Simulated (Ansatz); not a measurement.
Ansatz input file:

```yaml
crystal:
  lattice:
    - [2.4941888883, -3.6001649462, -0.2872776348]
    - [2.5778844793, 3.657480812, 0.1575173576]
    - [-1.6802607006, 0.1245661909, 2.6093006688]
  atoms:
    - { symbol: I, position: [0.5, 0.5, 0.5] }
basis:
  ecutwfc: 420
kpoints:
  mp_grid: { grid: [12, 12, 18] }
hamiltonian:
  xc: pbesol
scf:
  occupations: { method: gaussian, width: 0.1 }
output:
  forces: true
  stress: true
  eigenvalues: true
```

It can be run as
```bash
ansatz run input.yaml --threads 1 --pin off --backend cpu --events-out ev --progress --plain --runs-dir out  # memory cap (--max-ram) not shown
```

The calculation used DFT PBEsol, scalar-relativistic, plane waves, PAW in Ansatz 0.2.0.

Part of what the program printed, abridged:

```
Pseudopotentials: kind: paw
Pseudopotential: I, paw, valence charge 17, recommended cutoff 420 eV (normal)
Functional definition: PBEsol
Crystal: 1 atom, lattice volume = 47.066 Å³
Basis set: ecut = 420 eV, 915 PW (Γ), exchange–correlation on 60×60×48 points (8 copies of the dense FFT grid, shifted against one another)
Bands: 13, of which v1, the nominal top of the filled ones, is band 9 counted from 1 (8 counted from 0)
Symmetry: 2 space group operations
Space group: P-1 (ITA 2), of the structure as read, at distance tolerance 3.6e-5 Å
k-points: 1300 of 2592
Initial density: superposition of atomic densities (neutral atoms: chi_scale 0, normalization atom), corrected by the library's trained network
Initial wavefunctions: pseudopotential atomic-orbital guess
Functional: x = pbesol(κ = 0.804, μ = 0.12345679), c = pbesol(β = 0.046)
SCF iter   1: F=—  HF=-7432.098673 eV  |F-HF|=—  |Δ(HF+E_count)|=         —  Δρ=3.83e-3  dr2=8.00e-3  ethr=1.77e-3  ⟨swp⟩=6.2  Hψ=113848  notcnv=0
SCF iter   2: F=—  HF=-7432.096787 eV  |F-HF|=—  |Δ(HF+E_count)|=   1.89e-3  Δρ=2.33e-3  dr2=2.32e-3  ethr=4.71e-5  ⟨swp⟩=2.0  Hψ=33841  notcnv=0  defer=123
SCF iter   3: F=—  HF=-7432.096114 eV  |F-HF|=—  |Δ(HF+E_count)|=   6.73e-4  Δρ=3.18e-4  dr2=5.93e-5  ethr=1.37e-5  ⟨swp⟩=2.0  Hψ=20732  notcnv=0  defer=123
SCF iter   4: F=—  HF=-7432.096109 eV  |F-HF|=—  |Δ(HF+E_count)|=   4.95e-6  Δρ=1.10e-4  dr2=4.89e-6  ethr=3.49e-7  ⟨swp⟩=2.0  Hψ=21355  notcnv=0  defer=120
SCF iter   5: F=—  HF=-7432.096109 eV  |F-HF|=—  |Δ(HF+E_count)|=   4.00e-7  Δρ=2.33e-5  dr2=2.94e-7  ethr=2.87e-8  ⟨swp⟩=3.0  Hψ=28084  notcnv=0  defer=116
SCF iter   6: F=-7432.096110 eV  HF=-7432.096110 eV  |F-HF|=1.23e-9  |Δ(HF+E_count)|=   1.61e-7  Δρ=6.31e-6  dr2=1.11e-8  ethr=5.88e-10  ⟨swp⟩=7.6  Hψ=83844  notcnv=0
SCF 1 converged in 6 iterations: F = -7432.096110 eV  dr2 = 1.11e-8
SCF converged after 6 iterations
Free energy (F): -7432.096110 eV
Harris-Foulkes:  -7432.096110 eV  (|F-HF|=1.23e-9)
Internal energy: -7432.089667 eV  (E = F + TS)
E sigma→0 (E₀):  -7432.092888 eV
Entropy (-TS):   -0.006443 eV (-6.443 meV/atom)
Fermi energy:    3.432965 eV
--- Per-component energies (eV) ---
  E_band       = -416.503391
  E_kinetic    = 187.518089
  E_local      = -2120.750673  (includes V_loc(G=0)·N_el)
  E_nonlocal   = -90.148172
  E_hartree    = 1073.886933
  E_xc         = -126.011612
  E_vxc        = -126.831737  (∫ρ·V_xc dr)
  E_paw        = -4734.859088  (= ΣΔE_a)
  E_vpaw       = -414.060246  (= ΣTr[D̂ρ^β])
  E_aug_tail   = 0.000020  (compensation charges beyond the density's cutoff)
  E_ewald      = -1622.137305
  E_core_change = 0.412142  (= ΣΔE_core)
  E_smearing   = -0.006443  (= −TS)
--- Forces (eV/Å), atoms counted from 1 ---
  atom   1  I      0.00000000     0.00000000     0.00000000
--- Stress (GPa, compression-positive) ---
       -3.172545      -0.070154       3.111084
       -0.070154      -0.121577      -0.332292
        3.111084      -0.332293      -6.304416
  P = ⅓ Tr σ = -3.1995 GPa (-31.995 kbar)
--- Band table (eV; the first three rows and the last of 1300) ---
  k-point 0: bands = ["-41.1214", "-41.0309", "-40.9793", "-40.7515", "-40.7490", "-9.2815", "2.5757", "2.8449", "6.1501", "8.3322", "11.6316", "12.7465", "13.3108"]
  k-point 1: bands = ["-41.1201", "-41.0312", "-40.9796", "-40.7515", "-40.7489", "-9.2373", "2.5660", "2.8381", "5.7895", "8.4716", "11.6866", "12.6637", "13.7437"]
  k-point 2: bands = ["-41.1163", "-41.0321", "-40.9805", "-40.7514", "-40.7488", "-9.1063", "2.5264", "2.8428", "4.9139", "8.8525", "11.7823", "12.6223", "14.8006"]
  k-point 1299: bands = ["-41.0781", "-41.0415", "-40.9897", "-40.7506", "-40.7474", "-7.2223", "-0.7553", "2.4493", "3.3024", "8.7476", "9.8802", "15.3652", "15.8105"]
```

Self-consistency was reached.

 The cell holds chains, and where no dispersion correction was added their binding is poorly described. Spin polarisation was left out, and a magnetic state may lie lower.